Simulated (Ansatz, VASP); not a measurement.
Two plane-wave programs on PtS2

```
CELL_PARAMETERS angstrom
3.49531 0.00000 0.00000
-1.74766 3.02703 0.00000
0.00000 0.00000 4.97070
ATOMIC_POSITIONS crystal
Pt 0.00000 0.00000 0.00000
S 0.66667 0.33333 0.77300
S 0.33333 0.66667 0.22700
```

Alike in both runs: task single point; functional LDA; k mesh 9 × 9 × 5; occupations fermi-dirac, width 0.05 eV; no spin polarisation.

|  | VASP | Ansatz |
| --- | --- | --- |
| version | VASP 6.6.1 | Ansatz 0.2.0 |
| potentials or method | VASP PAW LDA potentials, release 64 (Pt, S) | Ansatz PAW |
| plane-wave cutoff (eV) | 520 | 420 |
| valence electrons in the cell | 22 | 30 |

Ansatz gave:

* gap on the k mesh at the Fermi level (eV): 0.94
* least direct gap on the mesh (eV): 1.00
* pressure (GPa): 10.9
* largest component of the traceless stress (GPa): 2.56
* rms of the force components (eV/Å): 0.692

Problem. What did VASP give for the same quantities?

Solution. gap on the k mesh at the Fermi level (eV): 0.95; least direct gap on the mesh (eV): 1.01; pressure (GPa): 10.9; largest component of the traceless stress (GPa): 2.53; rms of the force components (eV/Å): 0.691.

Atom by atom the forces differ by 0.001 eV/Å (rms over components). The two sets of potentials don't hold the same shells in valence.

Caveats: spin-orbit coupling is left out, which moves the levels of the heavy elements; forces of over 1 eV/Å show positions far from the minimum, so gaps and moduli don't describe the material at rest; an odd mesh through Γ misses points on the zone boundary, where band edges often lie (VASP); odd divisions of the mesh miss points on the zone boundary, where band edges often lie, so the gap on the mesh can be too wide (Ansatz); the PAW data sets come from PBE, with cores solved anew for the run's functional, which leaves a small shift of forces and pressure (Ansatz). As with any semilocal functional, this LDA gap is likely too small.
